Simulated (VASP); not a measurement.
Here is a VASP 6.6.1 calculation.

Contents of INCAR:

```
SYSTEM = C
PREC = Accurate
ENCUT = 520
EDIFF = 1E-8
ISMEAR = 0
SIGMA = 0.02
LREAL = .FALSE.
LASPH = .TRUE.
NELM = 100
ALGO = Fast
ISIF = 2
LWAVE = .FALSE.
LCHARG = .FALSE.
GGA = CA
LEPSILON = .TRUE.
```

Contents of KPOINTS:

```
regular mesh
0
G
  14 14 8
  0 0 0
```

The input POSCAR:

```
C
1.0
    2.1273203072     -1.2282824400      0.0000000000
    2.1273203072      1.2282824400      0.0000000000
   -1.3790696309      0.0000000000      3.5028300786
C
2
Direct
    0.1666444700      0.1666444700      0.9999069600
    0.8333555300      0.8333555300      0.0000930400
```

Potentials or basis: VASP PAW LDA potentials, release 64 (C).

Launch:

```bash
$ cat potpaw_LDA.64/C/POTCAR > POTCAR
$ mpirun -np 1 vasp_std > vasp.out
```

Predict the electronic dielectric tensor (diagonal).

21.24, 21.57, 3.17.

Predict the Born charges (mean of the diagonal).

C +0.00 e.

What does it give for the band gap on the k mesh?

0.77 eV, indirect (least direct gap 0.79 eV).

Born effective charge tensors (e):
atom 1, C
```
0.00 0.00 0.00
0.00 0.00 0.00
0.00 0.00 0.00
```
atom 2, C
```
0.00 0.00 0.00
0.00 0.00 0.00
0.00 0.00 0.00
```

A k mesh can miss the band edges.
